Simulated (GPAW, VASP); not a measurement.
This is a calculation of HfC for GPAW 26.7.0 (ASE script). 

Contents of run.py:

```python
from ase.dft.bandgap import bandgap
from ase.io import read, write
from ase.units import Bohr, GPa
from gpaw import GPAW, PW
from gpaw.elf import elf_from_dft_calculation

atoms = read('POSCAR')

calc = GPAW(mode=PW(800),
            xc='PBE',
            kpts={'size': (10, 10, 10), 'gamma': True},
            occupations={'name': 'methfessel-paxton', 'order': 0, 'width': 0.012},
            nbands=18,
            convergence={'density': 1e-05, 'energy': 1e-05},
            maxiter=150,
            txt='gpaw.txt')
atoms.calc = calc
energy = atoms.get_potential_energy()
forces = atoms.get_forces()
stress = atoms.get_stress()
calc.write('gs.gpw')
write('result.traj', atoms)
print(f'Energy: {energy:.6f} eV')
print('Forces (eV/A):')
print(forces.round(4))
print('Stress (GPa):', (stress / GPa).round(3))
print('Fermi level:', round(calc.get_fermi_level(), 4), 'eV')
print(f'Gap: {bandgap(calc)[0]:.4f} eV, direct: {bandgap(calc, direct=True)[0]:.4f} eV')

# fields on the real-space grid
write('density.cube', atoms, data=calc.get_pseudo_density() * Bohr**3)
write('potential.cube', atoms, data=calc.get_electrostatic_potential())
write('elf.cube', atoms, data=elf_from_dft_calculation(calc).data)
```

The input POSCAR:

```
HfC
1.0
    0.0000000000      2.3250000000      2.3250000000
    2.3250000000      0.0000000000      2.3250000000
    2.3250000000      2.3250000000      0.0000000000
Hf C
1 1
Direct
    0.5000000000      0.5000000000      0.5000000000
    0.0000000000      0.0000000000      0.0000000000
```

Potentials or basis: GPAW PAW data sets (gpaw-data 1.2.1), pw.

Run with:

```bash
$ OMP_NUM_THREADS=1 python run.py
```

Q: Translate it to VASP 6.6.1. Potentials or basis there: PBE PAW files C, Hf_pv, 520 eV.

A: As run (cutoffs and basis follow the program's own potentials, and thresholds, step limits or extra output files can differ):

INCAR

```
SYSTEM = HfC
PREC = Accurate
ENCUT = 520
EDIFF = 1E-6
ISMEAR = 0
SIGMA = 0.012
LREAL = .FALSE.
LASPH = .TRUE.
NELM = 100
ALGO = Normal
ISIF = 2
LWAVE = .FALSE.
LCHARG = .FALSE.
GGA = PE
NBANDS = 14
```

KPOINTS

```
Automatic mesh
0
G
  10 10 10
  0 0 0
```

File POSCAR:

```
HfC
1.0
    0.0000000000      2.3250000000      2.3250000000
    2.3250000000      0.0000000000      2.3250000000
    2.3250000000      2.3250000000      0.0000000000
Hf C
1 1
Direct
    0.5000000000      0.5000000000      0.5000000000
    0.0000000000      0.0000000000      0.0000000000
```

Potentials or basis: VASP PAW PBE potentials, release 64 (Hf_pv, C).

The run is started by

```sh
$ cat potpaw_PBE.64/Hf_pv/POTCAR potpaw_PBE.64/C/POTCAR > POTCAR
$ mpirun -np 1 vasp_std > vasp.out
```

Both were run:

|  | GPAW | VASP |
| --- | --- | --- |
| Pressure | 1.3 GPa | -0.5 GPa |

The potentials hold 16 and 14 valence electrons a cell.

Pressure is positive in compression.
